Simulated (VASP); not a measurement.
Wanted: the native input for a VASP 6.6.1 run.

```yaml
Task: relaxation of cell and atoms
Functional: PBE
Potentials_or_basis: VASP PAW PBE potentials, release 64 (In_d, P)
Cutoff: 600 eV
k_mesh: 8 × 8 × 8
Occupations: gaussian, width 0.03 eV
Spin: no spin polarisation
Further_INCAR_settings: ALGO = Normal; EDIFF = 1e-06; IBRION = 2; EDIFFG = -0.01; NSW = 90; ISIF = 3
```

The structure of InP lies in POSCAR:

```
InP
1.0
    0.0000000000      2.9305000000      2.9305000000
    2.9305000000      0.0000000000      2.9305000000
    2.9305000000      2.9305000000      0.0000000000
In P
1 1
Direct
    0.0000000000      0.0000000000      0.0000000000
    0.2500000000      0.2500000000      0.2500000000
```

The input as run:

INCAR

```
ALGO = Normal ; EDIFF = 1E-6
EDIFFG = -0.01 ; ENCUT = 600
GGA = PE ; IBRION = 2
ISIF = 3 ; ISMEAR = 0
LASPH = True ; LCHARG = False
LREAL = False ; LWAVE = False
NELM = 80 ; NSW = 90
PREC = Accurate ; SIGMA = 0.03
```

KPOINTS

```
k-points
0
Gamma
  8 8 8
```

Potentials or basis: VASP PAW PBE potentials, release 64 (In_d, P).

The run is started by

```sh
$ cat potpaw_PBE.64/In_d/POTCAR potpaw_PBE.64/P/POTCAR > POTCAR
$ mpirun -np 1 vasp_std > vasp.out
```

Results of the run:

| Item | Value |
| --- | --- |
| Relaxed volume | 26.44 Å³/atom |
| Relaxed cell | a = 4.213 Å, b = 4.213 Å, c = 4.213 Å, α = 60.00°, β = 60.00°, γ = 60.00° |
| Space group after relaxing (to 0.05 Å) | F-43m (No. 216) |
| Energy gained by relaxing | 12.5 meV/atom |
| Ionic steps | 3 |
| Pressure after relaxing | 0.0 GPa |
| Band gap on the k mesh | 0.44 eV, direct |

Caveat: spin-orbit coupling is left out, which moves the levels of the heavy elements.

Run time: 26 s on 1 thread of Intel(R) Xeon(R) 6975P-C (Granite Rapids), on a shared host, peak memory 0.21 GiB.
